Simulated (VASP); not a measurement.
A run of VASP 6.6.1 is set up as follows.

POSCAR

```
KI
1.0
    0.0000000000      3.4606573152      3.4606573152
    3.4606573152      0.0000000000      3.4606573152
    3.4606573152      3.4606573152      0.0000000000
I K
1 1
Direct
    0.5000000000      0.5000000000      0.5000000000
    0.0000000000      0.0000000000      0.0000000000
```

INCAR.step1

```
SYSTEM = KI
PREC = Accurate ; ENCUT = 520
ISMEAR = -1 ; SIGMA = 0.05
LREAL = .False. ; LASPH = .True.
NELM = 100 ; NBANDS = 15
GGA = PE ; ALGO = Normal
EDIFF = 1E-4 ; LWAVE = .True.
LCHARG = .False.
```

Contents of INCAR.step2:

```
SYSTEM = KI
PREC = Accurate ; ENCUT = 520
EDIFF = 1E-6 ; ISMEAR = -1
SIGMA = 0.05 ; LREAL = .False.
LASPH = .True. ; NELM = 100
ALGO = Normal ; ISIF = 2
LWAVE = .False. ; LCHARG = .False.
METAGGA = R2SCAN ; LMIXTAU = .True.
NBANDS = 15 ; ISTART = 1
```

KPOINTS

```
regular mesh
0
Gamma
  7 7 7
  0 0 0
```

Potentials or basis: VASP PAW PBE potentials, release 64 (I, K_sv).

Command:

```console
$ cat potpaw_PBE.64/I/POTCAR potpaw_PBE.64/K_sv/POTCAR > POTCAR
$ cp INCAR.step1 INCAR
$ mpirun -np 1 vasp_std > vasp.out
$ cp INCAR.step2 INCAR
$ mpirun -np 1 vasp_std > vasp.out
```

Q: What does it give for the pressure?

A: 1.1 GPa.

Q: What does it give for the band gap on the k mesh?

A: 4.78 eV, direct.

Caveat: the PAW data sets were made with another functional, which shifts forces and pressure a little; spin-orbit coupling is left out, which moves the levels of the heavy elements.

**The experiment to reproduce.**

From a printed reference work, monograph, for a bulk crystal of KI: band gap 6.32 eV.

Against the measured gap of KI, 6.32 eV (a printed reference work, monograph), the calculated 4.78 eV is off by -1.54 eV. Spin-orbit coupling on I is left out. The value is that of r2SCAN, without temperature or zero-point motion.
